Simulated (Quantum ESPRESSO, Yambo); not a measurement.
# A GW chain in Yambo: Sb (buckled honeycomb monolayer), part 2 of 3

Wanted: ground state, empty states, screening and self-energy for Sb (buckled honeycomb monolayer).

Quantum ESPRESSO 7.5 and Yambo 5.3.0; PBE and many-body steps on it, plane waves. Known limits of the many-body steps: not at the basis limit; no spin-orbit coupling.

So far. Step 2 (Ground state): The gap is indirect, with the least direct gap 0.23 eV higher. Step 3 (Bands along the symmetry lines): The gap is 1.324 eV, −0.017 eV from the run before at this level.

### 4. Empty states on the mesh, 6×6×1 mesh, 120 bands

Level of this step: DFT, PBE, plane waves, norm-conserving pseudopotentials (Quantum ESPRESSO).

The sums over transitions need many empty states on a uniform mesh; this step solves for them.

pw.in reads:

```
&control
  calculation = 'nscf'
  prefix = 'x'
  outdir = 'o'
  pseudo_dir = 'pseudo'
/
&system
  ibrav = 0
  nat = 2
  ntyp = 1
  ecutwfc = 88.0
  nbnd = 120
  force_symmorphic = .true.
/
&electrons
  conv_thr = 1e-9
  electron_maxstep = 80
  diago_full_acc = .true.
  diago_thr_init = 5e-6
/
ATOMIC_SPECIES
  Sb 121.76 Sb.upf
CELL_PARAMETERS angstrom
  4.1361780447 -0.0000000002 0.0000000000
  -2.0680890222 3.5820352614 0.0000000000
  0.0000000000 0.0000000000 14.0000000000
ATOMIC_POSITIONS crystal
  Sb 0.3333333333 0.6666666667 0.4417690703
  Sb 0.6666666667 0.3333333333 0.5582309297
K_POINTS automatic
  6 6 1 0 0 0
```

On the command line:

```bash
> OMP_NUM_THREADS=1 mpirun -n 8 pw.x -nk 4 -in pw.in > pw.out
```

The program printed:

```text
[banner, memory and clock lines left out]
Program PWSCF v.7.5 starts

     Atomic positions and unit cell read from directory:
     o/x.save/

     Message from routine setup:
     using ibrav=0 with symmetry is DISCOURAGED, use correct ibrav instead

     bravais-lattice index     =            0
     lattice parameter (alat)  =       7.8162  a.u.
     unit-cell volume          =    1399.7605 (a.u.)^3
     number of atoms/cell      =            2
     number of atomic types    =            1
     number of electrons       =        46.00
     number of Kohn-Sham states=          120
     kinetic-energy cutoff     =      88.0000  Ry
     charge density cutoff     =     352.0000  Ry
     Exchange-correlation= PBE
                           (   1   4   3   4   0   0   0)

     celldm(1)=   7.816244  celldm(2)=   0.000000  celldm(3)=   0.000000
     celldm(4)=   0.000000  celldm(5)=   0.000000  celldm(6)=   0.000000

     crystal axes: (cart. coord. in units of alat)
               a(1) = (   1.000000  -0.000000   0.000000 )
               a(2) = (  -0.500000   0.866025   0.000000 )
               a(3) = (   0.000000   0.000000   3.384767 )

     reciprocal axes: (cart. coord. in units 2 pi/alat)
               b(1) = (  1.000000  0.577350 -0.000000 )
               b(2) = (  0.000000  1.154701 -0.000000 )
               b(3) = ( -0.000000 -0.000000  0.295441 )
     Pseudo is Norm-conserving + core correction, Zval = 23.0
     Generated using ONCVPSP code by D. R. Hamann
     Using radial grid of 1434 points,  6 beta functions with:
     Sb               23.00   121.76000     Sb( 1.00)

     12 Sym. Ops., with inversion, found

   Cartesian axes

     site n.     atom                  positions (alat units)
         1        Sb     tau(   1) = (  -0.0000000   0.5773503   1.4952855  )
         2        Sb     tau(   2) = (   0.5000000   0.2886751   1.8894818  )

     number of k points=     7
                       cart. coord. in units 2pi/alat
        k(    1) = (   0.0000000   0.0000000   0.0000000), wk =   0.0555556
        k(    2) = (   0.0000000   0.1924501   0.0000000), wk =   0.3333333
        k(    3) = (   0.0000000   0.3849002   0.0000000), wk =   0.3333333
        k(    4) = (  -0.0000000  -0.5773503   0.0000000), wk =   0.1666667
        k(    5) = (   0.1666667   0.2886751   0.0000000), wk =   0.3333333
        k(    6) = (   0.1666667   0.4811252   0.0000000), wk =   0.6666667
        k(    7) = (   0.3333333   0.5773503   0.0000000), wk =   0.1111111

     Dense  grid:   156151 G-vectors     FFT dimensions: (  48,  48, 160)

     The potential is recalculated from file :
     o/x.save/charge-density

     Starting wfcs are   26 randomized atomic wfcs +   94 random wfcs

     Band Structure Calculation

     End of band structure calculation

          k = 0.0000 0.0000 0.0000 ( 19537 PWs)   bands (ev):

  -143.8395-143.8387 -96.8106 -96.8106 -96.8067 -96.8067 -96.7645 -96.7609
   -28.6680 -28.6680 -28.5978 -28.5978 -28.5536 -28.4933 -28.4933 -28.4585
   -28.4154 -28.4154 -11.3212  -6.3924  -0.6609  -0.1418  -0.1418   1.4247
     2.6552   2.6552   4.3125   4.4133   6.2864   7.1742   7.5660   8.0423
[...]
[... 3 further rows ...]
[...]
k = 0.0000 0.1925 0.0000 ( 19550 PWs)   bands (ev):

  -143.8394-143.8388 -96.8107 -96.8105 -96.8069 -96.8066 -96.7643 -96.7611
[...]
[... 3 further rows ...]
[...]
k = 0.0000 0.3849 0.0000 ( 19518 PWs)   bands (ev):

  -143.8393-143.8389 -96.8109 -96.8100 -96.8075 -96.8065 -96.7637 -96.7616
[...]
[... 3 further rows ...]
    31.2304  31.6224  31.6793  31.8460  32.3269  32.6627  32.7705  32.8115
    33.3553  33.6749  33.9115  34.2591  34.3915  34.8215  35.1940  35.4289

          k =-0.0000-0.5774 0.0000 ( 19516 PWs)   bands (ev):

     [... further k-points ...]

     highest occupied, lowest unoccupied level (ev):    -0.1418    1.1990

     XML data file, pseudopotentials, collected wavefunctions
```

Run time: 23 s. Hardware: 8 MPI ranks of Arm Neoverse V2, shared host; peak memory 1.3 GiB.

Numbers from this step:

```yaml
gap: 1.341 eV
k_of_the_valence_top: 0, 0, 0
k_of_the_conduction_bottom: 0, 0.3333, 0
least_direct_gap: 1.566 eV
k_points_computed: 7
lowest_point_of_the_top_converged_band_above_the_valence_top: 34.24 eV
```

On this mesh the gap is 1.341 eV.

### 5. Conversion and set-up

This step: Yambo 5.3.0; conversion and set-up on PBE, plane waves, norm-conserving pseudopotentials.

The states are converted to the many-body program's format and the q mesh is built.

On the command line:

```bash
> (cd o/x.save; p2y > p2y.log; mv SAVE ../..); yambo > setup.log
```

The program printed:

```text
 Yambo, version 5.3.0

 [02] CORE Variables Setup
 =========================

  [02.01] Unit cells
  ==================

  Cell kind             :  HCP
  Atoms in the cell     :  Sb
  number of Sb atoms    :  2

  List of atomic masses
  Mass of Sb    :  121.7600

  List of atomic coordinates    : [cc]
  Sb1       : -0.20184E-09   4.5127       11.688      order 1
  Sb2       :   3.90812   2.25636  14.76865  order 2

  Alat factors          :   7.81624   6.76907  26.45617 [a.u.]
  Direct lattice volume :   1399.76    [a.u.]
  Direct lattice vectors:  A[ 1 ]  A[ 2 ]  A[ 3 ]
   A[ 1 ]:   1.0000     -0.55834E-10   0.0000      [iru]
    7.8162     -0.37795E-09   0.0000      [cc]
   A[ 2 ]: -0.500000  1.000000  0.000000  [iru]
  -3.908122  6.769066  0.000000  [cc]
   A[ 3 ]:  0.000000  0.000000  1.000000  [iru]
    0.00000   0.00000  26.45617  [cc]

  Recip. lattice volume :  0.177209 [a.u.]
  Recip. lattice vectors:  B[ 1 ]  B[ 2 ]  B[ 3 ]
   B[ 1 ]:  1.000000  0.500000  0.000000  [iku]
   0.803863  0.464110 -0.000000  [cc]
   B[ 2 ]:  0.55834E-10   1.0000       0.0000      [iku]
   0.44883E-10  0.92822      -0.0000      [cc]
   B[ 3 ]:  0.000000  0.000000  1.000000  [iku]
  -0.000000 -0.000000  0.237494  [cc]

  [02.02] Symmetries
  ==================

  Inversion symmetry    : yes
  Spatial inversion     : yes
  Inversion index       :   7
  K-space Time-reversal : no
  Magnetic symmetries   : no
  Group table correct   : yes
  Symmetries units      :  [cc]

   [S  1]:   1.0000      0.98331E-26   0.0000      0.13453E-16   1.0000       0.0000       0.0000       0.0000       1.0000
   [S  2]:   1.0000     -0.96708E-10   0.0000     -0.83751E-10  -1.0000       0.0000       0.0000       0.0000      -1.0000
   [S  3]: -0.500000  0.866025  0.000000 -0.866025 -0.500000  0.000000  0.000000  0.000000  1.000000
[...]
[S 11]:  0.500000  0.866025  0.000000  0.866025 -0.500000  0.000000  0.000000  0.000000  1.000000
   [S 12]:  0.500000 -0.866025  0.000000 -0.866025 -0.500000  0.000000  0.000000  0.000000  1.000000

  [02.03] Reciprocal space
  ========================

  nG shells         :   6857
  nG charge         :  156151
  nG WFs            :  22953
  nC WFs            :  19550
  G-vecs. in first 80 shells:  [ Number ]
     1    3    5    7   13   15   27   39   51
    53   65   67   79   85   97   99  111  123
   135  141  153  165  167  179  191  203  215
[...]
813   825   837   839   851   863   887   899
  ...
  Shell energy in first 80 shells:  [ mHa ]
[...]
4061.05      4112.56      4130.99      4328.40      4397.46      4491.85      4543.36      4582.21      4704.80
    4766.09      4820.49      4892.43      5135.60      5169.56      5196.89      5197.76      5259.05      5282.37
    5299.92      5353.44      5423.38      5527.54      5600.36      5620.79      5628.56      5682.08
  ...

[...]
K/Q-points units:
  rlu = crystal or reduced units; cc = cartesian coordinates; iku = interal k-units

  K [1]          [rlu]:  0.000000  0.000000  0.000000
         WF components:  19537
  K [2]          [rlu]: -0.48894E-26  0.16667       0.0000
         WF components:  19550
  K [3]          [rlu]: -0.97789E-26  0.33333       0.0000
         WF components:  19518
  K [4]          [rlu]:  0.98216E-26 -0.50000       0.0000
         WF components:  19516
  K [5]          [rlu]:  0.166667  0.166667  0.000000
         WF components:  19518
  K [6]          [rlu]:  0.166667  0.333333  0.000000
         WF components:  19518
  K [7]          [rlu]:  0.333333  0.333333  0.000000
         WF components:  19548

  [02.05] Energies & Occupations
  ==============================

  [X] === General ===
  [X] Electronic Temperature                        :  0.000000  0.000000 [eV K]
  [X] Bosonic    Temperature                        :  0.000000  0.000000 [eV K]
  [X] Finite Temperature mode                       : no
  [X] El. density                                   :  0.22177E+24 [cm-3]
  [X] Fermi Level                                   : -0.141804 [eV]

  [X] === Gaps and Widths ===
  [X] Conduction Band Min                           :  1.340774 [eV]
  [X] Valence Band Max                              :  0.000000 [eV]
  [X] Filled Bands                                  :  23
  [X] Empty Bands                                   :   24  120
  [X] Direct Gap                                    :  1.566464 [eV]
  [X] Direct Gap localized at k                     :  1
  [X] Indirect Gap                                  :  1.340774 [eV]
  [X] Indirect Gap between kpts                     :  1  3
  [X] Last valence band width                       :  1.735338 [eV]
  [X] 1st conduction band width                     :  0.892510 [eV]

  E @ K [1]:  [eV]
  -143.6976 -143.6969  -96.6688  -96.6688  -96.6649  -96.6649  -96.6227  -96.6191
[...]
occ @ K [1]
[...]
E @ K [2]:  [eV]
[...]
occ @ K [2]
[...]
E @ K [3]:  [eV]
[...]
occ @ K [3]
[...]
E @ K [4]:  [eV]
[...]
occ @ K [4]
[...]
E @ K [5]:  [eV]
[...]
occ @ K [5]
[...]
E @ K [6]:  [eV]
[...]
occ @ K [6]
[...]
E @ K [7]:  [eV]
[...]
occ @ K [7]
[...]
0.000000  0.000000  0.000000  0.000000  0.000000  0.000000  0.000000  0.000000
   0.000000  0.000000  0.000000  0.000000  0.000000  0.000000  0.000000  0.000000

 [03] Transferred momenta grid and indexing
 ==========================================

 IBZ Q-points                                      :   7
 BZ  Q-points                                      :   36

 K/Q-points units:
 rlu = crystal or reduced units; cc = cartesian coordinates; iku = interal k-units

 Q [1]          [rlu]:  0.000000  0.000000  0.000000
 Q [2]          [rlu]:  0.25891E-17  0.16667       0.0000
 Q [3]          [rlu]:  0.51782E-17  0.33333       0.0000
 Q [4]          [rlu]: -0.77673E-17 -0.50000       0.0000
 Q [5]          [rlu]:  0.166667  0.166667  0.000000
 Q [6]          [rlu]:  0.166667  0.333333  0.000000
 Q [7]          [rlu]:  0.333333  0.333333  0.000000

  [03.01] X indexes
  =================

   [03.01.01] Sigma indexes
   ========================

 [06] Game Over & Game summary
```

Run time: 2.4 s. Hardware: 1 MPI rank; peak memory 0.26 GiB.

(Part 2 of 3 ends here.)

[Paths, hosts, dates, memory and timing lines, banners, echoed tables and standing remarks are left out of the program output.]

[Logs are printed without paths, hosts, clocks, repeated set-up lines and the standing remarks that a program may print on its own settings, such as how far it seeks lower states.]

[Runs of the session that timed out or met a known fault of the program may be left out.]

[Hosts, paths, dates, database ids (printed as entryN), source tags and the programs' standing remarks are cut or masked in the printed files.]
